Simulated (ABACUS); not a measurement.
ZnS:

```
Zn S
1.0
     0.00000    2.70200    2.70200
     2.70200    0.00000    2.70200
     2.70200    2.70200    0.00000
Zn S
1 1
Direct
  0.75000 0.75000 0.75000
  0.00000 0.00000 0.00000
```

Program: ABACUS 3.10.1. Alike in all runs: task single point; potentials or basis SG15 ONCV 1.2 PBE, DZP LCAO (the cutoffs set its grid); no spin polarisation; cell as given; k mesh 4 × 4 × 4; cutoff (eV) 1361; smearing fermi-dirac 0.05 eV; the mesh is coarse, so values aren't converged.

Order these runs on this cell by their band gap on the k mesh, lowest first.
A. level PBE0-type (share 0.4); share of exact exchange 0.4; threshold of the auxiliary basis 0.001; range of the exchange potential (exx_ccp_rmesh_times) 2.5
B. level PBE0-type (share 0.25); share of exact exchange 0.25; threshold of the auxiliary basis 0.001; range of the exchange potential (exx_ccp_rmesh_times) 2.5
C. level PBE0-type (share 0.1); share of exact exchange 0.1; threshold of the auxiliary basis 0.001; range of the exchange potential (exx_ccp_rmesh_times) 2.5
D. level PBE

D (2.23 eV), C (2.99 eV), B (4.17 eV), A (5.37 eV).

Caveats: all runs use coarse meshes; the atomic orbitals were generated for these runs and aren't a published set; the basis of atomic orbitals isn't converged, which shifts pressures, moduli and gaps; gaps of hybrids in this basis differ from plane-wave ones by up to 0.1 eV (some runs).
